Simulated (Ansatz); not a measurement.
**Trial structures of SnTe: starts and ends**

Computed with Ansatz, DFT PBE, scalar-relativistic, plane waves, PAW. All cells share a 420 eV cutoff and Γ-centred k meshes spaced at most about 0.3 Å⁻¹ (about 0.25 or finer for metals, 2π included). No spin polarisation in the final relaxations.

Each guess was relaxed in cell and atoms at zero pressure, within the symmetry of its start. All energies are static (0 K, no zero-point motion). Coordination counts Te atoms around Sn (those within 1.25 times the shortest such distance or 1.15 times the sum of covalent radii; the shortest distance is added where it is long for a bond).

```csv
guess,made from,start group,V start (Å³/atom),end group,V end (Å³/atom),coordination at the end,gap on mesh (eV),E over the lowest end (meV/atom)
1,GaSe type,P6_3/mmc,32.3,P6_3/mmc,45.7,Sn 3,0.93,0
2,FeNi type,P4/mmm,32.6,Pm-3m (caesium chloride),29.4,Sn 8 from 3.4 Å,0,124
3,SnP type,P-3m1,33.1,P-3m1,46.0,Sn 3,0.97,1
4,WC type,P-6m2,25.4,?,?,?,?,?
5,random cell,P6/mmm,61.1,P6/mmm,30.6,Sn 2,0,240
6,random cell,P4/mmm,31.8,P4/mmm,31.5,Sn 2,0,143
```

Guess 4 as it starts:

```
CELL_PARAMETERS angstrom
3.91556 0.00000 0.00000
-1.95778 3.39098 0.00000
0.00000 0.00000 3.81904
ATOMIC_POSITIONS crystal
Sn 0.66667 0.33333 0.50000
Te 0.00000 0.00000 0.00000
```

Question: Predict the end of this guess and its energy over the lowest end.

Answer: It ends in the tungsten carbide type, space group P-6m2 (No. 187), with a = 4.275 Å, c = 4.163 Å, 32.9 Å³/atom and no gap. It lies 12 meV/atom over the lowest end, above guess 3 and below guess 2. Counting Te atoms around Sn, this end has Sn 6 and the lowest (guess 1) has Sn 3.

```cif
data_structure
_symmetry_space_group_name_H-M 'P 1'
_symmetry_Int_Tables_number 1
_cell_length_a 4.2751
_cell_length_b 4.2751
_cell_length_c 4.1626
_cell_angle_alpha 90.000
_cell_angle_beta 90.000
_cell_angle_gamma 120.000
_cell_volume 65.89
loop_
_atom_site_label
_atom_site_type_symbol
_atom_site_fract_x
_atom_site_fract_y
_atom_site_fract_z
_atom_site_occupancy
Sn1 Sn 0.66667 0.33333 0.50000 1
Te1 Te 0.00000 0.00000 0.00000 1
```

Formation energies are uncorrected and refer to the elements' standard structures at the same level. The references include grey tin.

Question: Is the lowest end bound against the elements?

Answer: Yes: its formation energy is −0.170 eV/atom. Whether it is stable depends on the other phases of the system, which aren't compared here.

For metals, differences of a few meV/atom aren't resolved. No dispersion correction is applied, so the spacing and binding between layers, chains or molecules are poorly described (P6_3/mmc, P-3m1), and this can change margins and order among such cells. These runs have no spin–orbit coupling, which can matter for Te. Kohn–Sham gaps at this level usually fall short of measured ones. The missing spin–orbit coupling can work the other way here. The reference form of Te is held partly by dispersion forces, which this level lacks. Cells relaxed within their symmetry can be saddle points. The part of the Crystallography Open Database at hand lists SnTe in space group No. 225, which no cell shown has. Some candidate types were left out of the draw beforehand, so a known form may be missing.
